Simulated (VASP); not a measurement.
Runs of VASP 6.6.1 on HfO2. The structure is monoclinic, space group P2_1/c (No. 14). The conventional cell has a = 5.118 Å, b = 5.186 Å, c = 5.284 Å, α = 90.00°, β = 99.35°, γ = 90.00°. Hf (site symmetry 1) has 7 O at 2.03 to 2.25 Å as nearest neighbours. Around O (site symmetry 1) lie 3 Hf at 2.03 to 2.12 Å. O (site symmetry 1) has 4 Hf at 2.14 to 2.25 Å as nearest neighbours. 

| task | level | cell | cutoff (eV) | gap on the mesh (eV) | pressure (GPa) | relaxed volume (Å³/atom) | largest force (eV/Å) |
| --- | --- | --- | --- | --- | --- | --- | --- |
| relaxation of cell and atoms | PW91 | relaxed | 600 | 4.06 | 0.0 | (c) | 0.02 |
| band structure | AM05 | as given | 520 | (b) | -4.6 | - | 0.42 |
| relaxation of cell and atoms | revPBE | relaxed | 600 | 4.13 | 0.0 | 11.85 | 0.02 |
| band structure | BLYP | as given | 520 | 4.21 | - | - | - |
| relaxation of cell and atoms | BLYP | relaxed | 600 | 4.10 | -0.2 | (a) | 0.02 |
| band structure | PW91 | as given | 520 | (d) | - | - | - |
| band structure | revPBE | as given | 520 | 4.23 | - | - | - |

Alike in all rows: potentials or basis VASP PAW PBE potentials, release 64 (Hf_pv, O); no spin polarisation; k mesh 5 × 5 × 5; smearing fermi-dirac 0.05 eV.

Question: Estimate the missing entries.

Answer: (a) 12.04; (b) 4.09; (c) 11.65; (d) 4.16.

Caveats: the PAW data sets were made with another functional, which shifts forces and pressure a little; spin-orbit coupling is left out, which moves the levels of the heavy elements; an odd mesh through Γ misses points on the zone boundary, where band edges often lie (some runs).

A k mesh can miss the band edges, and the runs leave out spin-orbit coupling on Hf.

Runs at the PBE level aren't shown here.
